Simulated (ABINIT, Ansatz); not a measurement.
Given: the input of a run of ABINIT 10.8.3 (patched build) on LiCl. 

The input run.abi:

```
pp_dirpath "./"
pseudos "Cl.upf, Li.upf"

acell 3*1.0
rprim
     0.0000000000     4.8467128727     4.8467128727
     4.8467128727     0.0000000000     4.8467128727
     4.8467128727     4.8467128727     0.0000000000
ntypat 2
znucl 17 3
natom 2
typat 1 2
xred
     0.5000000000     0.5000000000     0.5000000000
     0.0000000000     0.0000000000     0.0000000000

ecut 1006.821291 eV

kptopt 1
ngkpt 9 9 9
nshiftk 1
shiftk 0.0 0.0 0.0

ixc -116133

nband 9
occopt 3
tsmear 0.05 eV

nstep 100
tolvrs 1.0e-10

iomode 3
prtwf 0
prteig 0
prtebands 0
prtden 1
prtvha 1
prtvclmb 1
prtpot 1
prtelf 1
```

Potentials or basis: PseudoDojo NC SR PBEsol v0.4.1 standard.

Command:

```bash
$ mpirun --bind-to none -np 4 abinit run.abi > log 2>&1
```

Problem. Translate it to Ansatz 0.2.0. Potentials or basis there: Ansatz PAW, cutoff 420 eV.

Solution. As run (cutoffs and basis follow the program's own potentials, and thresholds, step limits or extra output files can differ):

The input input.yaml:

```yaml
crystal:
  lattice:
    - [0.0, 2.56477, 2.56477]
    - [2.56477, 0.0, 2.56477]
    - [2.56477, 2.56477, 0.0]
  atoms:
    - { symbol: Cl, position: [0.5, 0.5, 0.5] }
    - { symbol: Li, position: [0.0, 0.0, 0.0] }
hamiltonian:
  xc: pbesol
  pseudopotentials: { kind: paw }
kpoints:
  mp_grid: { grid: [9, 9, 9] }
scf:
  occupations: { method: fermi_dirac, width: 0.05 }
output:
  forces: true
  stress: true
  eigenvalues: true
```

Potentials or basis: Ansatz PAW.

The run is started by

```sh
$ ansatz run input.yaml --threads 1 --pin off --max-ram 3584MiB --backend cpu --events-out ev --progress --plain --runs-dir out
```

Both were run:

|  | ABINIT | Ansatz |
| --- | --- | --- |
| Pressure | -1.3 GPa | -1.2 GPa |

Ansatz's pressure holds a Pulay term of +0.00 GPa for its cutoff of 420 eV, which the other run lacks.

Ansatz's potentials were made for PBE.

Where Ansatz's input types no cutoff or centring, it takes its own default and a Γ-centred mesh.

Pressure is positive in compression.
